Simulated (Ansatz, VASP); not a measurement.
# Cross-check of Ru (zigzag Ru chain, bond 3.025 A) between VASP and Ansatz, part 2 of 2

One calculation is typed for both programs; each brings its own data sets. How far apart do they land? The cell is taken from a series of runs on this material, whose earlier steps may have relaxed, scaled, displaced or heated it; both programs get it as it stands.

VASP 6.6.1 and Ansatz 0.2.0.

So far: Starting point; Ansatz: single point, PBE, pair 1; VASP: single point, PBE, pair 1.

## 3. VASP: single point, PBE, pair 1 (continued)

Level of this step: PBE, spin-polarised from a ferromagnetic start; plane waves and PAW (Ru_pv) (VASP).

Numbers of over 12 decimals in the logs are rounded to 6 here.

OUTCAR, selected parts (step 3):

```text
ion  position               nearest neighbor table
   1  0.399  0.500  0.000-   2 3.02   2 3.02
   2  0.601  0.500  0.500-   1 3.02   1 3.02

  LATTYP: Found a simple tetragonal cell.
 ALAT       =    12.0000000000
 C/A-ratio  =     0.3025000000

 Subroutine GETGRP returns: Found  8 space group operations
 (whereof  4 operations were pure point group operations)

The static configuration has the point symmetry C_2v.
 The point group associated with its full space group is D_2h.

 Found      4 irreducible k-points:

   k-points           NKPTS =      4   k-points in BZ     NKDIM =      4   number of bands    NBANDS=     25

   dimension x,y,z NGX =    80 NGY =   80 NGZ =   24
   dimension x,y,z NGXF=   160 NGYF=  160 NGZF=   48

   ENCUT  =  400.0 eV  29.40 Ry    5.42 a.u.  19.57 19.57  5.92*2*pi/ulx,y,z

   NELECT =      28.0000    total number of electrons

 k-points in reciprocal lattice and weights: Automatic mesh
   0.00000000  0.00000000  0.00000000       0.167
   0.00000000  0.00000000  0.16666667       0.333
   0.00000000  0.00000000  0.33333333       0.333
   0.00000000  0.00000000  0.50000000       0.167

 average (electrostatic) potential at core
       1 -82.3717       2 -82.3717

 E-fermi :  -3.0823

 spin component 1
 k-point     1 :       0.0000    0.0000    0.0000
  band No.  band energies     occupation
    ...
     14      -4.7099      1.00000
     15      -4.6276      1.00000
     16      -4.4815      1.00000
     17      -3.7839      0.99910
     18      -3.2676      0.86447
     19      -1.3645      0.00000
     20      -0.7670      0.00000
     21       0.5286      0.00000
     22       0.7370      0.00000
     23       1.5104      0.00000
    ...

 k-point     2 :       0.0000    0.0000    0.1667
  band No.  band energies     occupation
    ...
     13      -4.9034      1.00000
     14      -4.6415      1.00000
     15      -4.6189      1.00000
     16      -4.5902      1.00000
     17      -3.9764      0.99987
     18      -2.8933      0.13123
     19      -0.9199      0.00000
     20      -0.2858      0.00000
     21       0.8333      0.00000
     22       1.0598      0.00000
    ...

 k-point     3 :       0.0000    0.0000    0.3333
  band No.  band energies     occupation
    ...
     13      -4.8088      1.00000
     14      -4.7428      1.00000
     15      -4.5781      1.00000
     16      -4.1737      0.99998
     17      -3.8320      0.99945
     18      -1.8681      0.00001
     19       0.2029      0.00000
     20       0.7103      0.00000
     21       0.8023      0.00000
     22       1.6382      0.00000
    ...

 k-point     4 :       0.0000    0.0000    0.5000
  band No.  band energies     occupation
    ...
     12      -4.9345      1.00000
     13      -4.6702      1.00000
     14      -4.6702      1.00000
     15      -4.3875      1.00000
     16      -4.3875      1.00000
     17      -1.8696      0.00001
     18      -1.8696      0.00001
     19      -0.1902      0.00000
     20      -0.1902      0.00000
     21       1.6366      0.00000
    ...

 spin component 2
 k-point     1 :       0.0000    0.0000    0.0000
  band No.  band energies     occupation
    ...
      7      -5.3208      1.00000
      8      -4.3824      1.00000
      9      -3.6954      0.99783
     10      -3.6839      0.99757
     11      -3.1725      0.71136
     12      -2.9659      0.23786
     13      -2.7554      0.03665
     14      -2.7092      0.02340
     15      -2.6250      0.01022
     16      -2.5603      0.00537
    ...

 k-point     2 :       0.0000    0.0000    0.1667
  band No.  band energies     occupation
    ...
      8      -4.1361      0.99997
      9      -3.7958      0.99920
     10      -3.6790      0.99744
     11      -3.2478      0.83946
     12      -3.0909      0.52151
     13      -2.7470      0.03379
     14      -2.7396      0.03145
     15      -2.6172      0.00946
     16      -2.5972      0.00775
     17      -2.2224      0.00018
    ...

  Total       -7.6226183     -0.1919863     -8.2209522      0.0000000      0.0000000      0.0000000
  in kB      -23.3639161     -0.5884528    -25.1978560      0.0000000      0.0000000      0.0000000
  external PRESSURE =     -16.3834083 kB  Pullay stress =       0.0000000 kB

  energy-cutoff  :      400.00
  volume of cell :      522.72
      direct lattice vectors                 reciprocal lattice vectors
    12.000000000  0.000000000  0.000000000     0.083333333  0.000000000  0.000000000
     0.000000000 12.000000000  0.000000000     0.000000000  0.083333333  0.000000000
     0.000000000  0.000000000  3.630000000     0.000000000  0.000000000  0.275482094

 POSITION                                       TOTAL-FORCE (eV/Angst)
 -----------------------------------------------------------------------------------
      4.79000      6.00000      0.00000         3.074894      0.000000      0.000000
      7.21000      6.00000      1.81500        -3.074894      0.000000      0.000000
 -----------------------------------------------------------------------------------
    total drift:                                0.000000     -0.000000     -0.000000

  FREE ENERGIE OF THE ION-ELECTRON SYSTEM (eV)
  ---------------------------------------------------
  free  energy   TOTEN  =        -8.8819417987 eV

  energy  without entropy=       -8.7317740366  energy(sigma->0) =       -8.80685792

 total charge
# of ion       s       p       d       tot
------------------------------------------
    1        0.258   6.001   5.909  12.168
    2        0.258   6.001   5.909  12.168
--------------------------------------------------
tot          0.516  12.001  11.818  24.335

 magnetization (x)
# of ion       s       p       d       tot
------------------------------------------
    1        0.048   0.010   2.579   2.636
    2        0.048   0.010   2.579   2.636
--------------------------------------------------
tot          0.095   0.019   5.158   5.272

[... 2 further parts left out ...]
```

## 4. Differences

Known differences besides the potentials themselves: VASP starts from the moments at which Ansatz ended; the data sets hold 32 valence electrons in Ansatz (on its PAW soft_1 files) and 28 in VASP; the cutoff is 420 eV in Ansatz and 400 eV in VASP; site moments are counted in spheres of each program's own size. Total energies have different zeros and are not compared.

The two programs side by side:

```csv
quantity,Ansatz,VASP,difference
total moment (μB),6.04,6.04,0.00
moment on Ru1 (μB),2.67,2.64,+0.03
moment on Ru2 (μB),2.67,2.64,+0.03
```

With vacuum in the cell, a pressure given here is an average over mostly empty space and none of the material.

## 5. Ansatz: single point, PBE, pair 2

With cell and atoms fixed, the geometry can't cause a difference; cores, projectors, grids and the points listed under the comparison can.

The cell is taken from a series of runs on this material, whose earlier steps may have relaxed, scaled, displaced or heated it; both programs get it as it stands.

Input file input.yaml:

```yaml
crystal:
  lattice:
    - [12.0, 0.0, 0.0]
    - [0.0, 12.0, 0.0]
    - [0.0, 0.0, 3.63]
  atoms:
    - { symbol: Ru, position: [0.3991666667, 0.5, 0.0], spin: 2.67 }
    - { symbol: Ru, position: [0.6008333333, 0.5, 0.5], spin: 2.67 }
magnetization:
  spin_polarized: true
kpoints:
  mp_grid: { grid: [1, 1, 29] }
hamiltonian:
  xc: pbe
  pseudopotentials: { kind: paw, azcp: { folder: soft_1 } }
scf:
  occupations: { method: fermi_dirac, width: 0.1 }
  max_iter: 120
  convergence: { dr2_threshold: 1.0e-08 }
  lower_state_search: "off"
basis:
  ecutwfc: 420.0
checkpoint:
  read: start
  write: ck
  compress: false
  write_wavefunctions: false
  write_every: 100000
```

Command:

```sh
$ ansatz run input.yaml --threads 4 --pin off --max-ram 16384MiB --backend cpu --events-out ev --progress --plain --runs-dir out
```

Log:

```text
[...]
Magnetization: 6.0464 μB (19.0232 up, 12.9768 down)
Absolute magnetization: 6.2062 μB (∫|ρ↑−ρ↓|, with the PAW one-centre terms)
[...]
Per-site moments (μB) at R_I (Å): [(2.670098, 1.247812499736), (2.670098, 1.247812499736)]
Free energy (F): -11747.854370 eV
[...]
Internal energy: -11747.698676 eV  (E = F + TS)
E sigma→0 (E₀):  -11747.776523 eV
Entropy (-TS):   -0.155694 eV (-77.847 meV/atom)
Fermi energy:    -2.547360 eV
[...]
[key lines of the parts left out:]
SCF converged after 10 iterations
```

## 6. VASP: single point, PBE, pair 2

The same cell, functional, mesh and smearing now go to VASP, with its own data sets.

Input file INCAR:

```
SYSTEM = Ru
PREC = Accurate
ENCUT = 400
EDIFF = 1E-06
NELM = 200
ISMEAR = -1
SIGMA = 0.1
LREAL = .FALSE.
ALGO = Normal
GGA = PE
NBANDS = 25
ISPIN = 2
MAGMOM = 2.67 2.67
LASPH = .TRUE.
LMAXMIX = 4
LORBIT = 11
LWAVE = .FALSE.
LCHARG = .FALSE.
ISIF = 2
GGA_COMPAT = .FALSE.
```

Input file POSCAR:

```
Ru
1.0
   12.0000000000      0.0000000000      0.0000000000
    0.0000000000     12.0000000000      0.0000000000
    0.0000000000      0.0000000000      3.6300000000
Ru
2
Direct
    0.3991666667      0.5000000000      0.0000000000
    0.6008333333      0.5000000000      0.5000000000
```

Input file KPOINTS:

```
Automatic mesh
0
Gamma
1 1 29
0 0 0
```

PAW data sets: Ru_pv (PBE family, release 64).

Command:

```sh
$ mpirun -np 1 vasp_std
```

Log:

```text
[... set-up lines as in an earlier step ...]
 entering main loop
       N       E                     dE             d eps       ncg     rms          rms(c)
DAV:   1     0.112701190431E+03    0.11270E+03   -0.11961E+04  1980   0.613E+02
DAV:   2     0.202642561793E+01   -0.11067E+03   -0.10208E+03  2237   0.151E+02
DAV:   3    -0.884661196715E+01   -0.10873E+02   -0.98662E+01  1681   0.339E+01
DAV:   4    -0.903854090755E+01   -0.19193E+00   -0.19146E+00  1798   0.484E+00
[...]
DAV:  23    -0.886499370274E+01   -0.20873E-04   -0.19728E-06  1486   0.303E-03    0.493E-04
DAV:  24    -0.886499848021E+01   -0.47775E-05   -0.47668E-07  1443   0.201E-03    0.279E-04
DAV:  25    -0.886499920668E+01   -0.72647E-06   -0.11158E-07  1224   0.115E-03
   1 F= -.88649992E+01 E0= -.87871500E+01  d E =-.155698E+00  mag=     6.0492
```

Parts of OUTCAR (step 6):

```text
  Total       -7.5159685     -0.1907806     -8.2915314      0.0000000      0.0000000      0.0000000
  in kB      -23.0370262     -0.5847574    -25.4141867      0.0000000      0.0000000      0.0000000
  external PRESSURE =     -16.3453234 kB  Pullay stress =       0.0000000 kB

 POSITION                                       TOTAL-FORCE (eV/Angst)
 -----------------------------------------------------------------------------------
      4.79000      6.00000      0.00000         3.032077      0.000000      0.000000
      7.21000      6.00000      1.81500        -3.032077      0.000000      0.000000
 -----------------------------------------------------------------------------------
    total drift:                                0.000000     -0.000000     -0.000000

  FREE ENERGIE OF THE ION-ELECTRON SYSTEM (eV)
  ---------------------------------------------------
  free  energy   TOTEN  =        -8.8649992067 eV

  energy  without entropy=       -8.7093007801  energy(sigma->0) =       -8.78714999

 magnetization (x)
# of ion       s       p       d       tot
------------------------------------------
    1        0.047   0.010   2.582   2.639
    2        0.047   0.010   2.582   2.639
--------------------------------------------------
tot          0.095   0.020   5.164   5.279

[... 1 part as in an earlier step ...]

[... 2 further parts left out ...]
[key lines of the parts left out:]
E-fermi :  -3.0999
```

## 7. Side by side

What differs besides the data sets and the points named for the pairs above, as far as they apply: the data sets hold 32 valence electrons in Ansatz (on its PAW soft_1 files) and 28 in VASP. Total energies have different zeros and are not compared.

Compared:

```csv
quantity,Ansatz,VASP,difference
total moment (μB),6.05,6.05,0.00
moment on Ru1 (μB),2.67,2.64,+0.03
moment on Ru2 (μB),2.67,2.64,+0.03
```

With vacuum in the cell, a pressure given here is an average over mostly empty space and none of the material.

## 8. What came out

```
difference in total moment (single point, PBE, pair 1) : -0.0035 μB
difference in total moment (single point, PBE, pair 2) : -0.0028 μB
```

**Reading.** The difference in total moment is -0.0035 μB (single point, PBE, pair 1). The data sets hold unlike numbers of valence electrons (32 in Ansatz and 28 in VASP), so part of the differences comes from the potentials. How closely two codes agree says nothing of how well the functional describes the real material.

[Lines on the potential files, build, host, timing and source positions are cut from VASP's logs without a mark.]

[Logs are printed without paths, hosts, clocks, repeated set-up lines and the standing remarks that a program may print on its own settings, such as how far it seeks lower states.]

[Hosts, paths, dates, database ids (printed as entryN), source tags and the programs' standing remarks are cut or masked in the printed files.]
